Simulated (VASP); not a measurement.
# TiO2 in VASP: a PBE single point

What does VASP give for fluorite TiO2, strained and with displaced atoms, the cell held fixed? Runs: PBE. The results are then set beside those of Ansatz 0.2.0 for the same cell. This is a trial cell built on a prototype, not taken from a measured structure, and it needn't be the compound's ground state.

The runs shown are made with VASP 6.6.1. PAW datasets, plane waves. No spin polarisation. The prototype was imposed, so other structures may be more stable.

## Step 1: The system as given

Space group P1 (No. 1), triclinic; conventional cell a = 3.350 Å, b = 3.363 Å, c = 3.401 Å, α = 90.3°, β = 119.4°, γ = 119.7°, 9.14 Å³ an atom. Around Ti lie 6 O at 1.91–2.17 Å; around O lie 3 Ti at 1.91–2.17 Å and 2 O at 2.10–2.20 Å; around O lie 3 Ti at 1.95–2.14 Å and 2 O at 2.10–2.20 Å.

Coordinates:

```xyz
3
Lattice="0.0089 2.3849 2.3846 2.4081 -0.0257 2.4191 2.3724 2.3837 0.0101" Properties=species:S:1:pos:R:3 pbc="T T T"
Ti    2.3695    4.5531    2.4630
O     1.1710    1.0117    1.0344
O     3.4855    3.6091    3.7495
```

## Step 2: Single point with PBE

The input, INCAR:

```
ENCUT = 520.000000
SIGMA = 0.020000
EDIFF = 1.00e-07
GGA = PE
PREC = Accurate
IBRION = -1
ISIF = 2
ISMEAR = -1
NBANDS = 19
NELM = 120
NSW = 0
LASPH = .TRUE.
LCHARG = .FALSE.
LWAVE = .FALSE.
LREAL = .FALSE.
```

The input, KPOINTS:

```
KPOINTS created by Atomic Simulation Environment
0
Gamma
8 8 8
0 0 0
```

The input, POSCAR:

```
Ti O
 1.0000000000000000
     0.0089000000000000    2.3849000000000000    2.3845999999999998
     2.4081000000000001   -0.0257000000000000    2.4190999999999998
     2.3723999999999998    2.3837000000000002    0.0101000000000000
 Ti  O
   1   2
Cartesian
  2.3695308900000001  4.5530683700000001  2.4630185299999998
  1.1709827200000000  1.0117456100000000  1.0344063200000000
  3.4854664199999998  3.6090819000000001  3.7495320099999998
```

Potentials: the recommended PBE PAW datasets, 24 valence electrons in the neutral cell.

Launch:

```
> mpirun -np 1 vasp_std
```

What does the calculation give? Wanted: for each run, gap; pressure; largest force; Ansatz: gap; Ansatz: pressure; Ansatz: force.

**Answer**, as computed:

| level | gap (eV) | pressure (GPa) | largest force (eV/Å) | Ansatz: gap (eV) | Ansatz: pressure (GPa) | Ansatz: force (eV/Å) |
| --- | --- | --- | --- | --- | --- | --- |
| PBE | 1.20* | 20.50 | 3.778 | 1.21 | 19.62 | 3.750 |

A star marks a gap among the mesh's points alone.

What this shows: Forces up to 3.78 eV/Å (PBE) show atoms off their equilibrium places at that level. The two codes have different PAW datasets and cutoffs.
